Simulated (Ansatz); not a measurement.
**Equation of state of Sr**

```
Sr
1.0
     4.26962    0.00000    0.00000
    -2.13481    3.69760    0.00000
     0.00000    0.00000    6.99868
Sr
2
Direct
  0.33333 0.66667 0.25000
  0.66667 0.33333 0.75000
```

The cell was built from the hcp type and relaxed in the same program, and has space group P6_3/mmc; it needn't be a known or the stable phase.

Levels of theory: DFT, PBE, all-electron LAPW, scalar-relativistic (Ansatz 0.2.0); DFT, PBE, PAW with Ansatz's default frozen-core files, scalar-relativistic (Ansatz 0.2.0).

For LAPW: a Γ-centred 11×11×6 k mesh, Fermi–Dirac smearing of 0.08 eV, basis error target 1 meV/atom, no spin polarisation. PAW takes a cutoff of 420 eV at this cell. The Ansatz runs share mesh, smearing and spin set-up. Plane-wave (PAW) pressures include the program's estimate of the Pulay term.

The cell above is scaled evenly, with fractional coordinates and shape held.

| V/V(cell) | V (Å³/atom) | P, LAPW (GPa) | P, PAW (GPa) | free energy over the lowest listed, PAW (meV/atom) |
| --- | --- | --- | --- | --- |
| 0.9600 | 53.036 | 0.52 | 0.52 | 3.6 |
| 0.9800 | 54.140 | 0.26 | 0.26 | 0.9 |
| 1.0000 | 55.245 | 0.01 | 0.01 | 0.0 |
| 1.0200 | 56.350 | -0.21 | -0.21 | 0.7 |
| 1.0400 | 57.455 | ? | ? | ? |

Q: Fill in the row V/V(cell) = 1.0400.

A: P, LAPW (GPa) = -0.42, P, PAW (GPa) = -0.42, free energy over the lowest listed, PAW (meV/atom) = 2.9.

Q: What do Birch–Murnaghan fits to the pressures give?

A: LAPW: V0 = 55.31 Å³/atom, B0 = 12 GPa, B0′ = 3.0; PAW: V0 = 55.30 Å³/atom, B0 = 12 GPa, B0′ = 3.0.

PAW's V0 lies -0.01 % from the all-electron value and its B0 0.0 %. With shape and internal coordinates held, B0 is an upper bound to the relaxed modulus.
